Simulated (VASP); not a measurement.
Set up this calculation in VASP 6.6.1, as the native input.

```
Task                   : single point
Functional             : PBE
Dispersion             : D3(BJ)
Potentials or basis    : VASP PAW PBE potentials, release 64 (Ti_sv, Te)
Cutoff                 : 520 eV
k mesh                 : 15 × 15 × 8
Occupations            : gaussian, width 0.1 eV
Spin                   : no spin polarisation
Dipole correction      : no
Further INCAR settings : ALGO = Fast; EDIFF = 1e-06; NBANDS = 19
```

The structure of TiTe2 lies in POSCAR:

```
TiTe2
1.0
    3.7249131483      0.0000000000      0.0000000000
   -1.8624565741      3.2258694134      0.0000000000
    0.0000000000      0.0000000000      6.4736508375
Ti Te
1 2
Direct
    0.0000000000      0.0000000000      0.0000000000
    0.6666666667      0.3333333333      0.2670855770
    0.3333333333      0.6666666667      0.7329144230
```

These files were run (other wordings do the same):

INCAR

```
SYSTEM = TiTe2
  PREC = Accurate
  ENCUT = 520
  EDIFF = 1E-6
  ISMEAR = 0
  SIGMA = 0.1
  LREAL = .False.
  LASPH = .True.
  NELM = 100
  ALGO = Fast
  ISIF = 2
  LWAVE = .False.
  LCHARG = .False.
  GGA = PE
  IVDW = 12
  NBANDS = 19
```

KPOINTS

```
Automatic mesh
0
Gamma
  15 15 8
  0 0 0
```

Potentials or basis: VASP PAW PBE potentials, release 64 (Ti_sv, Te).

Command:

```console
$ cat potpaw_PBE.64/Ti_sv/POTCAR potpaw_PBE.64/Te/POTCAR > POTCAR
$ mpirun -np 1 vasp_std > vasp.out
```

Results of the run:

- Pressure: -1.1 GPa
- Largest force: 0.003 eV/Å
- Band gap on the k mesh: none (metal or under the smearing width)
- Dispersion energy per atom: -0.507 eV

Wall time 3.6 min on 1 thread of Intel(R) Xeon(R) 6975P-C (Granite Rapids) (shared host), peak memory 0.4 GiB.
